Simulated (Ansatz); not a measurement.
**GaP: response to strain**

Aim: deform GaP (equal xx and yy strain of -3 %) and compute stress, forces and field gradients with LAPW, PAW and all-electron datasets made for the crystal.

Program: Ansatz 0.2.0. Level of theory: DFT LDA, scalar-relativistic. These are calculated values, not measurements.

## 1. Starting point

The structure is cubic, space group F-43m (No. 216). Conventional cell: a = 5.451 Å, b = 5.451 Å, c = 5.451 Å, α = 90.00°, β = 90.00°, γ = 90.00°. Ga (site symmetry -43m) is surrounded by 4 P at 2.36 Å. Around P (site symmetry -43m) lie 4 Ga at 2.36 Å.

As a file:

```xyz
2
Lattice="0.0000 2.7252 2.7252 2.7252 0.0000 2.7252 2.7252 2.7252 0.0000" Properties=species:S:1:pos:R:3 pbc="T T T"
Ga    0.0000    0.0000    0.0000
P     4.0879    4.0879    4.0879
```

Atoms are numbered in the order of the input: Ga1, P2.

## 2. The deformed structure

Space group F-43m before, I-4m2 after.

## 3. Full-potential LAPW

The input, input.yaml:

```yaml
crystal:
  lattice:
    - [0.0, 2.6434925, 2.72525]
    - [2.6434925, 0.0, 2.72525]
    - [2.6434925, 2.6434925, 0.0]
  atoms:
    - { symbol: Ga, position: [0.0, 0.0, 0.0] }
    - { symbol: P, position: [0.75, 0.75, 0.75] }
kpoints:
  mp_grid: { grid: [10, 10, 10] }
  band_path:
    path:
      - [0.0, 0.0, 0.0]
      - [0.5, 0.0, 0.5]
      - [0.75, 0.25, 0.5]
      - [0.5, 0.5, 0.5]
      - [0.0, 0.0, 0.0]
      - [0.5, 0.5, 0.0]
      - [0.6323875, 0.6323875, 0.264775]
      - [0.3676125, 0.3676125, 0.735225]
      - [0.0, 0.0, 0.0]
    npoints: 5
scf:
  occupations: { method: fermi_dirac, width: 0.05 }
hamiltonian:
  xc: lda
  pseudopotentials: { kind: all_electron, lapw: { basis_error: 0.0005 } }
output:
  forces: true
  stress: true
  eigenvalues: true
```

Run with:

```
ansatz run input.yaml --threads 1 --pin off --max-ram 3072MiB --backend cpu --events-out ev --progress --plain --runs-dir out
```

Output, cut to the lines that bear on the results:

```text
LAPW: plane waves up to 9.170 Å⁻¹, error target 5.0e-4 eV per atom; small_component_spin mean_spin; P in spheres of 1.047 Å, 13 of its electrons in bands, Dirac shells []; Ga in spheres of 1.267 Å, 21 of its electrons in bands, Dirac shells []
[...]
Pseudopotentials: kind: all_electron
Pseudopotential: Ga, LAPW, valence charge 21, Koelling and Harmon's equation, gaussian nucleus
Pseudopotential: P, LAPW, valence charge 13, Koelling and Harmon's equation, gaussian nucleus
Functional definition: SPW92
[...]
Crystal: 2 atoms, lattice volume = 38.088 Å³
Basis set: ecut = 320.36762038084714 eV, 531 PW (Γ), exchange–correlation at level 2
Bands: 21, of which v1, the nominal top of the filled ones, is band 17 counted from 1 (16 counted from 0)
Symmetry: 8 space group operations
Space group: I-4m2 (ITA 119), of the structure as read, at distance tolerance 3.4e-5 Å
k-points: 102 of 1000 (time reversal used)
[...]
SCF iter   1: F=—  HF=-62104.400210 eV  |F-HF|=—  |Δ(HF+E_count)|=         —  Δρ=4.09e-2  dr2=8.27e-1  ethr=2.43e-3  ⟨swp⟩=2.0  Hψ=14662  notcnv=0
[...]
the basis was enlarged: its passes take 157.7 KiB over the memory plan, 1 of 1 planned eigensolver slots
[...]
SCF iter   7: F=-62104.065911 eV  HF=-62104.065911 eV  |F-HF|=1.82e-10  |Δ(HF+E_count)|=   7.05e-8  Δρ=2.50e-6  dr2=1.33e-9  ethr=4.21e-10  ⟨swp⟩=2.8  Hψ=6032  notcnv=0
[...]
NSCF: frozen V_eff on 41 k-points
SCF converged after 7 iterations
Free energy (F): -62104.065911 eV
[...]
E sigma→0 (E₀):  -62104.065911 eV
Entropy (-TS):   -0.000000 eV (-0.000 meV/atom)
Fermi energy:    9.819535 eV
[...]
--- Forces (eV/Å), atoms counted from 1 ---
  atom   1  Ga     0.00000000     0.00000000     0.00000000
  atom   2  P     -0.00000000     0.00000000     0.00000000
[...]
--- Stress (GPa, compression-positive) ---
        3.532998       0.000000       0.000000
        0.000000       3.532998       0.000000
        0.000000       0.000000       0.998592
  P = ⅓ Tr σ = 2.6882 GPa (26.882 kbar)
--- Band table (eV; the first three rows and the last of 102) ---
  k-point 0: bands = ["-157.6762", "-133.4260", "-109.0173", "-109.0138", "-109.0138", "-84.6516", "-84.6516", "-84.6431", "-5.6159", "-5.6078", "-5.6078", "-5.4929", "-5.4925", "-3.8182", "9.0484", "9.2386", "9.2386", "11.2831", "12.9283", "12.9283", "12.9934"]
[...]
```

Run time: 45 s. Hardware: 1 thread of Intel Xeon Platinum 8375C at 2.90GHz (Ice Lake), shared host; peak memory 0.46 GiB.

In short: pressure 2.69 GPa; gap 1.20 eV, indirect from Γ to Γ–X.

## 4. Frozen-core PAW

The input, input.yaml:

```yaml
crystal:
  lattice:
    - [0.0, 2.6434925, 2.72525]
    - [2.6434925, 0.0, 2.72525]
    - [2.6434925, 2.6434925, 0.0]
  atoms:
    - { symbol: Ga, position: [0.0, 0.0, 0.0] }
    - { symbol: P, position: [0.75, 0.75, 0.75] }
kpoints:
  mp_grid: { grid: [10, 10, 10] }
scf:
  occupations: { method: fermi_dirac, width: 0.05 }
hamiltonian:
  xc: lda
  pseudopotentials: { kind: paw }
output:
  forces: true
  stress: true
  eigenvalues: true
  efg: { contact_densities: true }
```

Run with:

```
ansatz run input.yaml --threads 1 --pin off --max-ram 3072MiB --backend cpu --events-out ev --progress --plain --runs-dir out
```

Output, cut to the lines that bear on the results:

```text
[...]
Pseudopotentials: kind: paw
Pseudopotential: Ga, paw, valence charge 13, recommended cutoff 420 eV (normal)
Pseudopotential: P, paw, valence charge 5, recommended cutoff 420 eV (normal)
[... 1 set-up line as earlier in the session ...]
[...]
Crystal: 2 atoms, lattice volume = 38.088 Å³
Basis set: ecut = 420 eV, 733 PW (Γ)
Bands: 13, of which v1, the nominal top of the filled ones, is band 9 counted from 1 (8 counted from 0)
[... 2 set-up lines as earlier in the session ...]
k-points: 102 of 1000 (time reversal used)
[...]
SCF iter   1: F=—  HF=-4433.758823 eV  |F-HF|=—  |Δ(HF+E_count)|=         —  Δρ=6.51e-3  dr2=1.49e-2  ethr=1.77e-3  ⟨swp⟩=6.1  Hψ=8822  notcnv=0
[...]
Fermi energy:    8.277711 eV
[...]
--- Forces (eV/Å), atoms counted from 1 ---
  atom   1  Ga    -0.00000000     0.00000000     0.00000000
  atom   2  P      0.00000000     0.00000000     0.00000000
[...]
--- Stress (GPa, compression-positive) ---
        3.516671       0.000000      -0.000000
       -0.000000       3.516671       0.000000
       -0.000000       0.000000       0.981447
  P = ⅓ Tr σ = 2.6716 GPa (26.716 kbar)
--- PAW observables at the nuclei: V_zz in 10²¹ V/m², potentials from the cell's mean, atoms counted from 1 ---
  atom   1  Ga V_zz =    -0.581261   η = 0.0000   by run symmetry: allowed
            electrostatic potential = -4131.010135 V   contact ρ = 186466.292052 e/Å³
  atom   2  P  V_zz =    +0.414785   η = 0.0000   by run symmetry: allowed
            electrostatic potential = -1495.637741 V   contact ρ = 15878.860476 e/Å³
--- Band table (eV; the first three rows and the last of 102) ---
  k-point 0: bands = ["-7.1736", "-7.1649", "-7.1649", "-7.0508", "-7.0496", "-5.3577", "7.5069", "7.6972", "7.6972", "9.7450", "11.3858", "11.3858", "11.4509"]
[...]
```

Wall time 5.2 s (1 thread of Intel Xeon Platinum 8375C at 2.90GHz (Ice Lake), shared host); peak memory 0.42 GiB.

This run gives: pressure 2.67 GPa; gap on the k mesh 1.20 eV; Vzz Ga1 -0.58 (η = 0.00), P2 0.41 (η = 0.00) (10²¹ V/m²).

## 5. All-electron PAW on datasets made for the crystal

input.yaml: that of step 4 with these lines changed.

```diff
@@ -14,3 +14,3 @@
   xc: lda
-  pseudopotentials: { kind: paw }
+  pseudopotentials: { kind: all_electron, datasets: crystal }
 output:
```

Run with:

```
ansatz run input.yaml --threads 1 --pin off --max-ram 3072MiB --backend cpu --events-out ev --progress --plain --runs-dir out
```

Output, cut to the lines that bear on the results:

```text
[...]
[... 1 set-up line as earlier in the session ...]
Pseudopotential: Ga, paw, valence charge 13, recommended cutoff 260 eV (normal), Koelling and Harmon's equation, gaussian nucleus
Pseudopotential: P, paw, valence charge 5, recommended cutoff 260 eV (normal), Koelling and Harmon's equation, gaussian nucleus
[... 1 set-up line as earlier in the session ...]
[...]
Crystal: 2 atoms, lattice volume = 38.088 Å³
Basis set: ecut = 260 eV, 347 PW (Γ)
Bands: 13, of which v1, the nominal top of the filled ones, is band 9 counted from 1 (8 counted from 0)
[... 2 set-up lines as earlier in the session ...]
k-points: 102 of 1000 (time reversal used)
[...]
SCF iter   1: F=—  HF=-62104.376278 eV  |F-HF|=—  |Δ(HF+E_count)|=         —  Δρ=4.45e-2  dr2=9.05e-1  ethr=4.72e-3  ⟨swp⟩=3.2  Hψ=7191  notcnv=0
[...]
--- Forces (eV/Å), atoms counted from 1 ---
  atom   1  Ga    -0.00000000    -0.00000000    -0.00000000
  atom   2  P      0.00000000     0.00000000     0.00000000
[...]
--- Stress (GPa, compression-positive) ---
        3.531668       0.000000      -0.000000
        0.000000       3.531668       0.000000
        0.000000       0.000000       0.997370
  P = ⅓ Tr σ = 2.6869 GPa (26.869 kbar)
--- PAW observables at the nuclei: V_zz in 10²¹ V/m², potentials from the cell's mean, atoms counted from 1 ---
  atom   1  Ga V_zz =    -0.576432   η = 0.0000   by run symmetry: allowed
            electrostatic potential = -4127.561734 V   contact ρ = 186532.810338 e/Å³
  atom   2  P  V_zz =    +0.413565   η = 0.0000   by run symmetry: allowed
            electrostatic potential = -1492.303285 V   contact ρ = 15891.574821 e/Å³
--- Band table (eV; the first three rows and the last of 102) ---
  k-point 0: bands = ["-5.6158", "-5.6077", "-5.6077", "-5.4928", "-5.4924", "-3.8182", "9.0484", "9.2386", "9.2386", "11.2831", "12.9283"]
[...]
```

It took 12 s on 1 thread of Intel Xeon Platinum 8375C at 2.90GHz (Ice Lake), shared host; peak memory 0.53 GiB.

Result: pressure 2.69 GPa; gap on the k mesh 1.20 eV; Vzz Ga1 -0.58 (η = 0.00), P2 0.41 (η = 0.00) (10²¹ V/m²).

## 6. Side by side

Stress (GPa, compression positive):

| method | xx | yy | zz | yz | xz | xy |
| --- | --- | --- | --- | --- | --- | --- |
| LAPW | 3.53 | 3.53 | 1.00 | 0.00 | 0.00 | 0.00 |
| PAW | 3.52 | 3.52 | 0.98 | 0.00 | 0.00 | 0.00 |
| crystal datasets | 3.53 | 3.53 | 1.00 | 0.00 | 0.00 | 0.00 |

| method | pressure (GPa) | gap on the k mesh (eV) | Vzz Ga1 (10²¹ V/m²) | Vzz P2 (10²¹ V/m²) | SCF cycles, all passes |
| --- | --- | --- | --- | --- | --- |
| LAPW | 2.69 | 1.20 | – | – | 7 |
| PAW | 2.67 | 1.20 | -0.58 | 0.41 | 6 |
| crystal datasets | 2.69 | 1.20 | -0.58 | 0.41 | 8 |

## 7. Summary of results

```
                                 quantity                                           value
                                 pressure  LAPW 2.69, PAW 2.67, crystal datasets 2.69 GPa
largest shear or deviatoric stress (LAPW)                                        1.69 GPa
```

The largest part of the stress beyond the pressure is 1.69 GPa in size, in the zz component; the atoms are carried along and not relaxed. No run of the undeformed cell stands beside it, so the pressure holds what the given cell had before the change. PAW: stress within 0.02 GPa of LAPW. Crystal datasets: stress within 0.01 GPa of LAPW.
